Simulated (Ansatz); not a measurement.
**SiC (F-43m): equation of state with a fit from a Python script**

Where is the equilibrium volume of SiC (F-43m), and how stiff is it? A script is to give an equation of state with a fit; the system is SiC (F-43m).

All numbers are computed with Ansatz 0.2.0 through its Python package. Level of theory: DFT PBE, plane waves, PAW.

**1. The structure**

Symmetry: F-43m, No. 216, cubic system. Conventional cell: a = 4.358 Å, b = 4.358 Å, c = 4.358 Å, α = 90.00°, β = 90.00°, γ = 90.00°. Si (site symmetry -43m) is surrounded by 4 C at 1.89 Å. C (site symmetry -43m) is surrounded by 4 Si at 1.89 Å.

No structure file is read: the coordinates are typed or built in the script.

**2. The code**

File eos_sic.py:

```python
import warnings

import ansatz as az
from ase.eos import EquationOfState
from ase.units import GPa
import numpy as np

ECUT = 500
MESH = (7, 7, 7)

vectors0 = np.array([
    [0.0, 2.179, 2.179],
    [2.179, 0.0, 2.179],
    [2.179, 2.179, 0.0],
])
sites = [
    ("Si", [0.0, 0.0, 0.0]),
    ("C", [0.25, 0.25, 0.25]),
]


def make_crystal(cell):
    crystal = az.Crystal(lattice=az.Lattice.of(cell))
    for symbol, position in sites:
        crystal = crystal.atom(symbol, position)
    return crystal

warnings.simplefilter("ignore", az.DeckWarning)

volumes, energies, pressures = [], [], []
for scale in np.linspace(0.95, 1.07, 5):
    cell = vectors0 * scale ** (1 / 3)
    calc = (
        make_crystal(cell).calculation()
        .pseudopotentials("paw")
        .occupations(az.OccupationsMethod.FERMI_DIRAC)
        .basis(ECUT)
        .kpoints(*MESH)
        .stress()
    )
    summary = calc.run().report
    volumes.append(abs(np.linalg.det(cell)) / len(sites))
    energies.append(summary["free_energy_ev"] / len(sites))
    pressures.append(np.trace(summary["stress_gpa"]) / 3)
    print(f"V = {volumes[-1]:8.4f} A^3/atom  F = {energies[-1]:.5f} eV/atom  P = {pressures[-1]:8.3f} GPa")

eos = EquationOfState(volumes, energies, eos="vinet")
v0, e0, bulk = eos.fit()
print(f"V0 = {v0:.4f} A^3/atom, E0 = {e0:.5f} eV/atom, B = {bulk / GPa:.1f} GPa")
eos.plot("eos.png")
```

**3. The calls as engine input**

The package turns the script's settings into the engine's input (first run):

```yaml
crystal:
  lattice:
    - [0.0, 2.142060660459106, 2.142060660459106]
    - [2.142060660459106, 0.0, 2.142060660459106]
    - [2.142060660459106, 2.142060660459106, 0.0]
  atoms:
    - { symbol: Si, position: [0.0, 0.0, 0.0] }
    - { symbol: C, position: [0.25, 0.25, 0.25] }
basis:
  ecutwfc: 500.0
kpoints:
  mp_grid:
    grid: [7, 7, 7]
hamiltonian:
  pseudopotentials:
    kind: paw
scf:
  occupations:
    method: fermi_dirac
output:
  stress: true
```

**4. Launch**

Started as:

```console
> python eos_sic.py
```

**Question.** Estimate the equilibrium volume and the bulk modulus.

As calculated:

```
                      quantity           value
                 runs compared               5
               range of energy  31.80 meV/atom
lowest point, volume (Å³/atom)          10.449
      equilibrium volume (fit)   10.50 Å³/atom
            bulk modulus (fit)         213 GPa
```

In words: A third-order Birch-Murnaghan fit through the 5 points (the script's own form differs a little) has its minimum at 10.50 Å³ an atom, 1.5 % above the typed cell, with a bulk modulus of 213 GPa and dB/dP = 3.9. From that minimum the energy rises by 32.0 meV an atom on the compressed side and 18.7 meV on the expanded side. Reading the output:
- Pressure is positive in compression.
- No functional is typed, so the default, PBE, holds.
